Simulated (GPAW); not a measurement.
Write an ASE script for GPAW 26.7.0 that does the following.

```
Task                : equation of state
Functional          : LDA
Potentials or basis : the program's PAW data sets (release 1.2.1) made for this functional
Cutoff              : 800 eV
Basis               : pw
k mesh              : 11 × 11 × 11
Occupations         : fermi-dirac, width 0.05 eV
Spin                : no spin polarisation
Maxiter             : 150
Eos scales          : [0.94, 0.96, 0.98, 1.0, 1.02, 1.04, 1.06]
```

The system is LiH.

```
CELL_PARAMETERS angstrom
0.00000 2.03675 2.03675
2.03675 0.00000 2.03675
2.03675 2.03675 0.00000
ATOMIC_POSITIONS crystal
Li 0.00000 0.00000 0.00000
H 0.50000 0.50000 0.50000
```

These files were run (other wordings do the same):

run.py

```python
from ase import Atoms
from ase.eos import EquationOfState
from ase.io import Trajectory
from ase.units import GPa
from gpaw import GPAW, PW

atoms = Atoms(['Li', 'H'],
              cell=[[0.0, 2.03675, 2.03675],
                    [2.03675, 0.0, 2.03675],
                    [2.03675, 2.03675, 0.0]],
              scaled_positions=[[0.0, 0.0, 0.0],
                                [0.5, 0.5, 0.5]],
              pbc=True)

traj = Trajectory('eos.traj', 'w')
volumes, energies = [], []
for x in [0.94, 0.96, 0.98, 1.0, 1.02, 1.04, 1.06]:
    a = atoms.copy()
    a.set_cell(atoms.cell * x**(1 / 3), scale_atoms=True)
    calc = GPAW(mode=PW(800),
                xc='LDA',
                kpts={'size': (11, 11, 11), 'gamma': True},
                occupations={'name': 'fermi-dirac', 'width': 0.05},
                nbands=8,
                convergence={'density': 1e-05, 'energy': 1e-05},
                maxiter=150,
                txt=f'eos-{x:.2f}.txt')
    a.calc = calc
    energies.append(a.get_potential_energy(force_consistent=True))
    volumes.append(a.get_volume())
    p = -a.get_stress()[:3].mean() / GPa
    calc.write(f'eos-{x:.2f}.gpw')
    traj.write(a)
    print(f'{x:.2f} {volumes[-1]:10.4f} A^3 {energies[-1]:14.6f} eV {p:9.3f} GPa', flush=True)

v0, e0, B = EquationOfState(volumes, energies, eos='birchmurnaghan').fit()
print(f'V0 = {v0:.4f} A^3, E0 = {e0:.6f} eV, B0 = {B / GPa:.2f} GPa')
```

Potentials or basis: the program's PAW data sets (release 1.2.1) made for this functional, pw.

Launch:

```bash
$ OMP_NUM_THREADS=1 python run.py
```

It gave:

The equilibrium volume is 7.65 Å³/atom (rough: see the caveat) and the bulk modulus is 40 GPa (rough).

Caveat: the data sets keep Ga 3d, Li 1s and Be 1s frozen, and some such compounds lay over 1.5 % in volume off other programs; the minimum lies outside the volumes run.

Wall time 33 s on 1 thread of Arm Neoverse V2, on a shared host, peak memory 0.18 GiB.
